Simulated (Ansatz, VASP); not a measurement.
## One calculation of GaN, two programs

```
CELL_PARAMETERS angstrom
3.37745 0.00000 0.00000
-1.68872 2.92495 0.00000
0.00000 0.00000 5.17680
ATOMIC_POSITIONS crystal
Ga 0.33333 0.66667 0.97096
Ga 0.66667 0.33333 0.47096
N 0.33333 0.66667 0.40404
N 0.66667 0.33333 0.90404
```

Alike in both runs: task single point; functional PBEsol; k mesh 12 × 12 × 6; occupations gaussian, width 0.02 eV; no spin polarisation.

```csv
,VASP,Ansatz
version,VASP 6.6.1,Ansatz 0.2.0
potentials or method,"VASP PAW PBE potentials, release 64 (Ga_d, N)","scalar-relativistic, plane waves, PAW"
plane-wave cutoff (eV),520,420
valence electrons in the cell,36,36
```

Ansatz gave:

- gap on the k mesh at the Fermi level (eV): 0.63
- least direct gap on the mesh (eV): 0.63
- pressure (GPa): -16.8
- largest component of the traceless stress (GPa): 4.40
- rms of the force components (eV/Å): 0.593

Question: Estimate VASP's values.

Answer: gap on the k mesh at the Fermi level (eV): 0.63; least direct gap on the mesh (eV): 0.63; pressure (GPa): -16.8; largest component of the traceless stress (GPa): 4.59; rms of the force components (eV/Å): 0.588.

Atom by atom the forces differ by 0.005 eV/Å (rms over components). With one functional, cell and mesh, what is left measures potentials, basis and numerics.

Caveats: so large a pressure means that the cell lies far from this level's equilibrium, or that cutoff or potentials fall short (VASP); the potentials were made for another functional, which shifts forces and pressure (VASP).
